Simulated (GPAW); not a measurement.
## Pb: relaxation of cell and atoms with PBEsol+D3(BJ)

The system is Pb.

```xyz
1
Lattice="-1.9797 1.9797 1.9797 1.9797 -1.9797 1.9797 1.9797 1.9797 -1.9797" Properties=species:S:1:pos:R:3 pbc="T T T"
Pb    0.0000    0.0000    0.0000
```

This isn't the form of Pb at room conditions, which is fcc.

```yaml
Program: GPAW 26.7.0
Task: relaxation of cell and atoms
Functional: PBEsol
Dispersion: D3(BJ)
Potentials_or_basis: PAW data sets generated in the run's folder for this functional
Cutoff: 600 eV
Basis: pw
k_mesh: 9 × 9 × 9
Occupations: fermi-dirac, width 0.05 eV
Spin: no spin polarisation
Maxiter: 150
Optimizer: BFGS
Fmax: 0.02 eV/Å
Max_steps: 60
Convergence: density=1e-05 forces=0.0001
```

```
Relaxed volume                         : 27.99 Å³/atom
Relaxed cell                           : a = 3.313 Å, b = 3.313 Å, c = 3.313 Å, α = 109.47°, β = 109.47°, γ = 109.47°
Space group after relaxing (to 0.05 Å) : Im-3m (No. 229)
Energy gained by relaxing              : 48.7 meV/atom
Ionic steps                            : 4
Pressure after relaxing                : -0.1 GPa
Band gap on the k mesh                 : none (metal or under the smearing width)
Dispersion energy per atom             : -0.479 eV
```

Step by step:
| step | energy change (eV) | largest force (eV/Å) | pressure (GPa) | volume (Å³) |
| --- | --- | --- | --- | --- |
| 1 | 0.0000 | 0.0000 | -4.55 | 31.03 |
| 2 | -0.0285 | 0.0000 | -3.17 | 29.88 |
| 3 | -0.0482 | 0.0000 | 0.59 | 27.67 |
| 4 | -0.0487 | 0.0000 | -0.06 | 27.99 |

Final structure:
```
Pb
1.0
    -1.91269    1.91269    1.91269
     1.91269   -1.91269    1.91269
     1.91269    1.91269   -1.91269
Pb
1
Direct
  0.00000 0.00000 0.00000
```

Levels at points of the mesh, in eV from the Fermi level:
| k point | band 5 | band 6 | band 7 | band 8 | band 9 | band 10 |
| --- | --- | --- | --- | --- | --- | --- |
| (0.00, 0.00, 0.00) | -16.87 | -12.31 | 8.32 | 8.32 | 8.32 | 11.27 |

Run time: 19 s on 1 thread of Intel(R) Xeon(R) 6975P-C (Granite Rapids) (shared host), peak memory 0.17 GiB.

Caveat: later steps reuse the first step's grids; pairwise dispersion overbinds metals, which lowers pressure and volume. The run has no spin-orbit coupling, so splittings on Pb are missing.
